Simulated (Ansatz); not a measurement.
**WS2 in Ansatz: the effect of functional**

Slab: WS2, a slab with vacuum.

```
CELL_PARAMETERS angstrom
3.18312 0.00000 0.00000
-1.59156 2.75666 0.00000
0.00000 0.00000 35.18056
ATOMIC_POSITIONS crystal
W 0.33333 0.66667 0.59232
W 0.33333 0.66667 0.22340
W 0.66667 0.33333 0.77660
W 0.66667 0.33333 0.40768
S 0.33333 0.66667 0.82115
S 0.33333 0.66667 0.45202
S 0.66667 0.33333 0.63662
S 0.66667 0.33333 0.26774
S 0.33333 0.66667 0.73226
S 0.33333 0.66667 0.36338
S 0.66667 0.33333 0.54798
S 0.66667 0.33333 0.17885
```

Alike in all runs:

```yaml
Program: Ansatz 0.2.0
Task: band structure
Potentials_or_basis: Ansatz PAW
Cutoff: "420 eV (not typed: the program's choice for these potentials)"
k_mesh: 7 × 7 × 1
Occupations: fermi-dirac, width 0.05 eV
Spin: no spin polarisation
```

```tsv
functional	gap on the mesh (eV)	largest force (eV/Å)
LDA	1.35	0.54
PBE	1.41	0.23
PBEsol	1.38	0.27
RPBE	?	?
revPBE	1.45	0.30
BLYP	1.41	0.66
```

Question: What does the run with functional RPBE give?

Answer: gap on the mesh 1.46 eV; largest force 0.33 eV/Å.

Caveats: the k mesh misses the band edges, so the gap on the mesh is wider than the one along the path; spin-orbit coupling is left out, which moves the levels of the heavy elements; the PAW data sets come from PBE, with cores solved anew for the run's functional, which leaves a small shift of forces and pressure (some runs).
